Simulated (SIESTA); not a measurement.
Crystal: HgSe.

```
CELL_PARAMETERS angstrom
0.00000 3.03900 3.03900
3.03900 0.00000 3.03900
3.03900 3.03900 0.00000
ATOMIC_POSITIONS crystal
Hg 0.00000 0.00000 0.00000
Se 0.75000 0.75000 0.75000
```

Base run:

- Program: SIESTA 5.4.2
- Functional: PBE
- Potentials or basis: PseudoDojo 0.4 standard (PBE files)
- Basis: DZP (energy shift 0.003 Ry; two zetas on semicore shells)
- Grid cutoff: 800 Ry
- Energy shift: 0.003 Ry
- k mesh: 8 × 8 × 8
- Occupations: fermi-dirac, width 0.05 eV
- Spin: no spin polarisation

Its results: band gap on the k mesh none (metal or under the smearing width); pressure 5.7 GPa.

Q: The run is repeated on the same cell with these changes: potentials or basis from PseudoDojo 0.4 standard (PBE files) to SG15 1.2 (PBE files) or PseudoDojo by element; valence electrons from 36 to 26. What comes out?

A: Band gap on the k mesh 0.76 eV, direct; pressure 4.2 GPa.

Caveats: the basis of atomic orbitals isn't converged, which shifts pressures, moduli and gaps; short orbitals over semicore shells can move pressures by several GPa (some runs); the valence orbitals were made in a potential fitted to the semicore shell under them, which widens gaps by tenths of an eV or more (some runs); spin-orbit coupling is left out, which moves the levels of the heavy elements (some runs).
